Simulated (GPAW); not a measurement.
PbSe (Clausthalite), 2 atoms in the cell. Symmetry: Fm-3m, No. 225, cubic system. The conventional cell has a = 6.121 Å, b = 6.121 Å, c = 6.121 Å, α = 90.00°, β = 90.00°, γ = 90.00°. Around Pb (site symmetry m-3m) lie 6 Se at 3.06 Å. Se (site symmetry m-3m) has 6 Pb at 3.06 Å as nearest neighbours. 

| Item | Value |
| --- | --- |
| Program | GPAW 26.7.0 |
| Task | relaxation of cell and atoms |
| Functional | PBEsol |
| Potentials or basis | PAW data sets generated in the run's folder for this functional |
| Cutoff | 600 eV |
| Basis | pw |
| k mesh | 8 × 8 × 8 |
| Occupations | fermi-dirac, width 0.05 eV |
| Spin | no spin polarisation |
| Target pressure | 20 GPa |
| Maxiter | 150 |
| Optimizer | BFGS |
| Fmax | 0.02 eV/Å |
| Max steps | 60 |
| Target pressure | 20 GPa |
| Convergence | density=1e-05 forces=0.0001 |

Potentials or basis: PAW data sets generated in the run's folder for this functional, pw.

Launch:

```console
$ gpaw-setup -f PBEsol Pb Se
$ OMP_NUM_THREADS=1 python run.py
```

Hardware: 1 thread of Arm Neoverse V1, on a shared host.

Q: How long does it take, and how much memory?

A: Wall time 96 s on 1 thread of Arm Neoverse V1, with other jobs on the host, peak memory 0.24 GiB. Counts: scf iterations 50, plane waves 1930, bands 19, k points 29, ion steps 5.
